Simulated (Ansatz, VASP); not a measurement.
# One calculation of ZnO, two programs

```
CELL_PARAMETERS angstrom
3.27362 0.00000 0.00000
-1.63681 2.83504 0.00000
0.00000 0.00000 5.28182
ATOMIC_POSITIONS crystal
Zn 0.33333 0.66667 0.00150
Zn 0.66667 0.33333 0.50150
O 0.33333 0.66667 0.38060
O 0.66667 0.33333 0.88060
```

Alike in both runs: functional PBEsol; k mesh 8 × 8 × 6; occupations gaussian, width 0.05 eV; no spin polarisation.

Ansatz relaxed the structure, and its values are those at the end. VASP's run is a single point on that final structure, the one shown.

```csv
,VASP,Ansatz
version,VASP 6.6.1,Ansatz 0.2.0
potentials or method,"VASP PAW PBE potentials, release 64 (Zn, O)","scalar-relativistic, plane waves, PAW"
plane-wave cutoff (eV),520,420
valence electrons in the cell,36,36
```

|  | VASP | Ansatz | Ansatz less VASP |
| --- | --- | --- | --- |
| gap on the k mesh at the Fermi level (eV) | 0.63 | 0.65 | +0.016 |
| least direct gap on the mesh (eV) | 0.63 | 0.65 | +0.016 |
| pressure (GPa) | -4.4 | -5.3 | -0.83 |

Caveats: the PAW data sets were made with another functional, which shifts forces and pressure a little (VASP). A hybrid or GW would open this gap; PBEsol tends to underestimate it.
